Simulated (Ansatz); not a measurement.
## Generalised stacking fault in CoSi₂

Computed with DFT PBEsol, scalar-relativistic, plane waves, PAW (Ansatz 0.2.0). Cutoff 420 eV, Γ-centred 12×12×5 k-points, Gaussian smearing of 0.15 eV. No spin polarisation. A magnetic state may lie lower. Energies are free energies at this smearing, counted from the undisturbed cell; pressure is positive in compression.

Reference structure (relaxed at this level):

```
Co Si
1.0
    -2.65625   -2.65625    0.00000
     2.65625   -2.65625    0.00000
     0.00000    0.00000   10.62502
Co Si
4 8
Cartesian
  0.0000 -2.6563 1.9922
  0.0000 0.0000 4.6484
  0.0000 -2.6563 7.3047
  0.0000 0.0000 9.9610
  -1.3281 -1.3281 0.6641
  1.3281 -1.3281 3.3203
  -1.3281 -1.3281 5.9766
  1.3281 -1.3281 8.6328
  -1.3281 -1.3281 3.3203
  1.3281 -1.3281 5.9766
  -1.3281 -1.3281 8.6328
  1.3281 -1.3281 0.6641
```

The cut lies on the cell's a–b face, a (0 0 1) plane (indices in the standard cell, whose axes needn't be the Cartesian ones shown) of area 14.11 Å², between layers 1.33 Å apart. Vector c is tilted by f times 1·a + 0·b (length 3.757 Å) with the atoms' Cartesian places fixed: one unrelaxed fault a cell. The cell is metallic on the mesh throughout.

```
     f  γ (mJ/m²) shear traction, the slope of γ along the slip (GPa)
0.0000          0                                                  0.0
0.1000        675                                                 38.4
0.2000       3206                                                101.6
0.3000       8515                                                177.8
0.4000          ?                                                    ?
0.5000      19145                                                  0.0
```

By symmetry 0.6000 repeats 0.4000, 0.8000 repeats 0.2000 in energy, with the opposite slope along the path.

(1) Give the withheld values.

Results:

(1) γ (mJ/m²) at f = 0.4000: 15528; shear traction, the slope of γ along the slip (GPa) at f = 0.4000: 170.9.

Cost: 6 runs of about 23 core-minutes in all, on Arm Neoverse V1 (shared hosts).